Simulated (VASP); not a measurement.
Write the native input for VASP 6.6.1 that does the following.

```
Task                   : single point
Functional             : PBEsol
Potentials or basis    : VASP PAW PBE potentials, release 64 (Ta_pv, C)
Cutoff                 : 520 eV
k mesh                 : 10 × 10 × 10
Occupations            : fermi-dirac, width 0.05 eV
Spin                   : no spin polarisation
Ladder                 : free
Further INCAR settings : ALGO = Normal; EDIFF = 1e-07; NBANDS = 14
```

The structure of TaC lies in POSCAR:

```
TaC
1.0
    0.0000000000      2.2230000000      2.2230000000
    2.2230000000      0.0000000000      2.2230000000
    2.2230000000      2.2230000000      0.0000000000
Ta C
1 1
Direct
    0.0000000000      0.0000000000      0.0000000000
    0.5000000000      0.5000000000      0.5000000000
```

One way to write it, as run:

INCAR

```
PREC = Accurate ; ENCUT = 520
EDIFF = 1E-7 ; ISMEAR = -1
SIGMA = 0.05 ; LREAL = F
LASPH = T ; NELM = 80
ALGO = Normal ; ISIF = 2
LWAVE = F ; LCHARG = F
GGA = PS ; NBANDS = 14
```

KPOINTS

```
Automatic mesh
0
Gamma
  10 10 10
```

Potentials or basis: VASP PAW PBE potentials, release 64 (Ta_pv, C).

Launch:

```bash
$ cat potpaw_PBE.64/Ta_pv/POTCAR potpaw_PBE.64/C/POTCAR > POTCAR
$ mpirun -np 1 vasp_std > vasp.out
```

It gave:

```
Pressure               : -0.7 GPa
Band gap on the k mesh : none (metal or under the smearing width)
```

Caveat: the PAW data sets were made with another functional, which shifts forces and pressure a little.

Wall time 13 s on 1 thread of Intel(R) Xeon(R) Platinum 8259CL CPU @ 2.50GHz (Skylake/Cascade Lake), on a shared host, peak memory 0.15 GiB.
